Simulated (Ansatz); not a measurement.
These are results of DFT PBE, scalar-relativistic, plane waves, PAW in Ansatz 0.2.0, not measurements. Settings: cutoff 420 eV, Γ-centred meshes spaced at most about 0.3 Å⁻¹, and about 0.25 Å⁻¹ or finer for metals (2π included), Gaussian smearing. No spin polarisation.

All energies are static (0 K, no zero-point motion).

Problem. Order these relaxed structures of AlCu6 by energy, lowest first, with the energy over the lowest of them.
A.

```cif
data_structure
_symmetry_space_group_name_H-M 'P4/mmm'
_symmetry_Int_Tables_number 123
_cell_length_a 5.1105
_cell_length_b 5.1105
_cell_length_c 3.5735
_cell_angle_alpha 90.000
_cell_angle_beta 90.000
_cell_angle_gamma 90.000
_cell_volume 93.33
loop_
_atom_site_label
_atom_site_type_symbol
_atom_site_symmetry_multiplicity
_atom_site_Wyckoff_symbol
_atom_site_fract_x
_atom_site_fract_y
_atom_site_fract_z
_atom_site_occupancy
Al1 Al 1 c 0.50000 0.50000 0.00000 1
Cu1 Cu 4 k 0.75595 0.75595 0.50000 1
Cu2 Cu 2 f 0.50000 0.00000 0.00000 1
```

B.

```cif
data_structure
_symmetry_space_group_name_H-M 'R-3:H'
_symmetry_Int_Tables_number 148
_cell_length_a 6.8564
_cell_length_b 6.8564
_cell_length_c 6.3386
_cell_angle_alpha 90.000
_cell_angle_beta 90.000
_cell_angle_gamma 120.000
_cell_volume 258.06
loop_
_atom_site_label
_atom_site_type_symbol
_atom_site_symmetry_multiplicity
_atom_site_Wyckoff_symbol
_atom_site_fract_x
_atom_site_fract_y
_atom_site_fract_z
_atom_site_occupancy
Al1 Al 3 a 0.00000 0.00000 0.00000 1
Cu1 Cu 18 f 0.95226 0.76225 0.33419 1
```

C.

```cif
data_structure
_symmetry_space_group_name_H-M 'Fm-3m'
_symmetry_Int_Tables_number 225
_cell_length_a 7.2211
_cell_length_b 7.2211
_cell_length_c 7.2211
_cell_angle_alpha 90.000
_cell_angle_beta 90.000
_cell_angle_gamma 90.000
_cell_volume 376.53
loop_
_atom_site_label
_atom_site_type_symbol
_atom_site_symmetry_multiplicity
_atom_site_Wyckoff_symbol
_atom_site_fract_x
_atom_site_fract_y
_atom_site_fract_z
_atom_site_occupancy
Al1 Al 4 b 0.50000 0.00000 0.00000 1
Cu1 Cu 24 d 0.00000 0.75000 0.75000 1
```

Solution. B (0 meV/atom), C (115 meV/atom), A (137 meV/atom). Forms: B R-3; C Fm-3m; A P4/mmm. Counting all near atoms (those within 1.25 times the shortest distance at each site): B has Al 12, Cu 12; C has Al 12, Cu 10; A has Al 12, Cu 10. All come from invented guesses.

The k mesh leaves some 4 meV/atom of noise in the energy of each metallic cell. Cells relaxed within their symmetry can be saddle points. Some candidate types were left out of the draw beforehand, so a known form may be missing.
